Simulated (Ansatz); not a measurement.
# BN (P6_3/mmc): the dielectric response by several routes, part 2 of 2

How strongly does BN (P6_3/mmc) screen? Routes: perturbation theory, a sum over states and the RPA step of G0W0.

Ansatz 0.2.0; linear response on PBE, plane waves, PAW. Known limits of the many-body steps: not at the basis limit; coarse k mesh.

So far. Step 2 (Response to a homogeneous field): One over ε∞ averages 0.27, near the quarter of exact exchange in PBE0. Step 3 (Independent-particle spectrum): The sum gives ε∞ = 4.83 and 3.01 without local fields.

### 3. Independent-particle spectrum (continued)

Level of this step: independent-particle optics on PBE, plane waves, PAW (Ansatz).

The ε₂ has structure finer than the step of the table below, so its rows give means over 1 eV, whole bins alone (the curve runs from 0 to 25 eV). Peaks (eV: height): xx=yy 5.7: 13.6, 14.1: 9.34; zz 5.0: 1.30, 9.9: 7.73, 13.5: 5.95, 18.2: 1.69.

Independent particles, no local fields, Gaussian width 0.2 eV. Table of ε₂ by photon energy; means over each step:

| photon energy (eV) | xx=yy | zz |
| --- | --- | --- |
| 3 | 0 | 0 |
| 4 | 0.0663 | 0.0161 |
| 5 | 6.48 | 1.05 |
| 6 | 9.63 | 0.806 |
| 7 | 3.01 | 0.453 |
| 8 | 1.44 | 0.327 |
| 9 | 0.841 | 0.748 |
| 10 | 0.594 | 6.28 |
| 11 | 0.665 | 4.18 |
| 12 | 0.699 | 2.37 |
| 13 | 4.41 | 3.63 |
| 14 | 8.36 | 4.18 |
| 15 | 5.09 | 1.23 |
| 16 | 3.38 | 0.717 |
| 17 | 2.74 | 0.602 |
| 18 | 2.13 | 1.23 |
| 19 | 1.61 | 1.20 |
| 20 | 1.30 | 1.12 |
| 21 | 1.06 | 0.807 |
| 22 | 0.798 | 0.478 |
| 23 | 0.672 | 0.731 |
| 24 | 0.534 | 0.735 |

The loss function has structure finer than the step of the table below, so its rows give means over 1 eV, whole bins alone (the curve runs from 0 to 25 eV). Peaks (eV: height): xx=yy 8.0: 0.634; zz 12.1: 0.468, 16.2: 1.49, 21.4: 1.29, 24.0: 0.923.

Independent particles, no local fields, Gaussian width 0.2 eV. The loss function by photon energy; means over each step:

| photon energy (eV) | xx=yy | zz |
| --- | --- | --- |
| 3 | 0 | 0 |
| 4 | 6.2e-4 | 9.7e-4 |
| 5 | 0.0410 | 0.0750 |
| 6 | 0.105 | 0.0822 |
| 7 | 0.332 | 0.0425 |
| 8 | 0.587 | 0.0213 |
| 9 | 0.317 | 0.0165 |
| 10 | 0.114 | 0.105 |
| 11 | 0.0644 | 0.230 |
| 12 | 0.0363 | 0.366 |
| 13 | 0.0490 | 0.160 |
| 14 | 0.109 | 0.218 |
| 15 | 0.187 | 0.530 |
| 16 | 0.267 | 1.32 |
| 17 | 0.318 | 0.875 |
| 18 | 0.382 | 0.443 |
| 19 | 0.475 | 0.700 |
| 20 | 0.590 | 0.803 |
| 21 | 0.719 | 1.10 |
| 22 | 0.912 | 0.895 |
| 23 | 1.23 | 0.515 |
| 24 | 1.64 | 0.812 |

### 4. RPA screening from the G0W0 run

Now the one-shot GW correction: screening in the RPA, then the self-energy of the levels asked for.

This step: G0W0 on PBE, plane waves, PAW.

File input.yaml:

```yaml
crystal:
  lattice:
    - [2.50399, 0.0, 0.0]
    - [-1.251995, 2.1685189508, 0.0]
    - [0.0, 0.0, 6.6612]
  atoms:
    - { symbol: B, position: [0.3333333333, 0.6666666667, 0.25] }
    - { symbol: B, position: [0.6666666667, 0.3333333333, 0.75] }
    - { symbol: "N", position: [0.3333333333, 0.6666666667, 0.75] }
    - { symbol: "N", position: [0.6666666667, 0.3333333333, 0.25] }
kpoints:
  mp_grid: { grid: [9, 9, 2] }
hamiltonian:
  xc: pbe
scf:
  occupations: { method: fixed }
gw:
  n_empty_bands: 232
  ecut_chi: 200.0
  qp_bands: [v2, c2]
  qp_kpoints: band_edges
  screening: { model: contour_deformation }
```

Run with:

```console
$ ansatz run input.yaml --threads 2 --pin off --max-ram 92160MiB --backend cuda --events-out ev --progress --plain --runs-dir out --devices 1 --max-vram 13GiB  # rebuilt from the run's record
```

Numbers of over 12 decimals in the logs are rounded to 6 here.

The program printed:

```text
GPUs: using 1 of 1 available (devices: 1).
[...]
GPU FFT provider: cuFFT
GPU libraries: cuBLAS 13.8.2, cuFFT 12.4.0, cuSOLVER 12.3.4
Crystal: 4 atoms, lattice volume = 36.170 Å³
Basis set: ecut = 420 eV, 713 PW (Γ)
Bands: 12, of which v1, the nominal top of the filled ones, is band 8 counted from 1 (7 counted from 0)
Symmetry: 24 space group operations
[...]
k-points: 24 of 162
[...]
1    10     12.3026    -6.3522    -4.5401   -11.3770  0.8125    12.7900    12.7873  root
[...]
23     7      4.7125   -20.6116     2.3882   -17.1974  0.7804     3.6746     3.6865  root
    23     8      4.7125   -20.6116     2.3882   -17.1974  0.7804     3.6746     3.6865  root
    23     9      9.3592    -6.1726    -4.6534   -11.5476  0.8092    10.0861    10.0807  root
    23    10      9.3592    -6.1726    -4.6534   -11.5476  0.8092    10.0861    10.0807  root
[key lines of the parts left out:]
SCF converged after 6 iterations
Free energy (F): -1084.808775 eV
Fermi energy:    4.712468 eV
```

The job ended after 13 s (1 × NVIDIA H100 80GB HBM3 (shared by 6 runs) with 2 threads of AMD EPYC 7R13 (Zen 3), shared host; peak memory 1.3 GiB).

Numbers from this step:

| Item | Value |
| --- | --- |
| bands summed | 240 |
| RPA ε∞ on this mesh (eigenvalues) | 2.518, 4.526, 4.526 |
| plane waves in the screening matrix | 225 |
| G0W0 gap on the mesh | 6.057 eV |
| k of the valence top | 0.3333, 0.3333, -0.5 |
| k of the conduction bottom | 0.1111, 0.4444, 0 |
| starting gap on the mesh | 4.404 eV |
| least direct G0W0 gap on the computed points | 6.391 eV |

The gap on the mesh goes from 4.40 eV to 6.06 eV, a correction of +1.65 eV. Between the two edge states, bare exchange in place of the xc potential would open the gap by 8.50 eV, and correlation takes back 6.84 eV.

Mean over the mesh in bins of 0.25 1/Å. Static inverse dielectric function, diagonal against length of q+G:

| length of q+G (Å⁻¹) | static inverse dielectric function, diagonal |
| --- | --- |
| 0.32 | 0.245 |
| 0.56 | 0.342 |
| 1.02 | 0.419 |
| 1.26 | 0.460 |
| 1.50 | 0.524 |
| 2.01 | 0.634 |
| 2.25 | 0.678 |
| 2.50 | 0.724 |
| 3.00 | 0.790 |
| 3.24 | 0.818 |
| 3.49 | 0.841 |
| 4.00 | 0.879 |
| 4.25 | 0.895 |
| 4.50 | 0.909 |
| 5.01 | 0.932 |
| 5.26 | 0.942 |
| 5.50 | 0.950 |
| 6.00 | 0.965 |
| 6.25 | 0.971 |
| 6.50 | 0.976 |
| 7.01 | 0.984 |
| 7.19 | 0.986 |

### 5. The values together

Times are wall times on 1 × NVIDIA H100 80GB HBM3 (shared by 6 runs) with 2 threads of AMD EPYC 7R13 (Zen 3), shared host, good to a factor of about two.

| method | mesh | ε∞, low | middle | high | mean | time |
| --- | --- | --- | --- | --- | --- | --- |
| perturbation theory (local fields and xc kernel) | 9×9×4 (response on 400 points) | 2.68 | 4.74 | 4.74 | 4.05 | 14 s |
| sum over states (no local fields) | 12×12×4 | 3.01 | 4.83 | 4.83 | 4.22 | 25 s |
| RPA with local fields, on the GW mesh | 9×9×2 | 2.52 | 4.53 | 4.53 | 3.86 | 13 s |

### 6. What came out

```yaml
perturbation_theory_local_fields_and_xc_kernel: 2.68, 4.74, 4.74
sum_over_states_no_local_fields: 3.01, 4.83, 4.83
rpa_with_local_fields_on_the_gw_mesh: 2.52, 4.53, 4.53
```

Mean Born effective charge: B1 2.06, N3 -2.06 e. The most distinct maxima of the ε₂ (xx=yy) lie at 5.7 and 14.1 eV, the highest at 5.7 eV. The loss function (xx=yy) has a distinct peak at 8 eV. The sum without local fields gives 4.22 in the mean against 4.05 by perturbation theory; local fields lower ε∞ and the xc kernel gives part of it back, though the sum also carries the error of its own mesh. The RPA values on the 9×9×2 mesh average 0.95 times those of perturbation theory (means 3.86 and 4.05, which can hide unlike anisotropies). Without the xc kernel RPA should lie a little lower, as the mean does. Against experiment, the principal values 2.68 and 4.74 of the first method stand beside the measured 4.95 (in-plane, perpendicular to c, high-frequency, quoted 2022) and 2.86 (out-of-plane, parallel to c, high-frequency, quoted 2022). PBE usually puts the gap too low, which tends to raise ε∞. Ions are clamped, so the lattice part of the static constant is not in these numbers.

[Paths, hosts, dates, memory and timing lines, banners, echoed tables and standing remarks are left out of the program output.]

[Logs are printed without paths, hosts, clocks, repeated set-up lines and the standing remarks that a program may print on its own settings, such as how far it seeks lower states.]

[Runs of the session that timed out or met a known fault of the program may be left out.]

[Cells called generated may have been cut or substituted from an entry of the Crystallography Open Database or the Materials Project.]

[Hosts, paths, dates, database ids (printed as entryN), source tags and the programs' standing remarks are cut or masked in the printed files.]
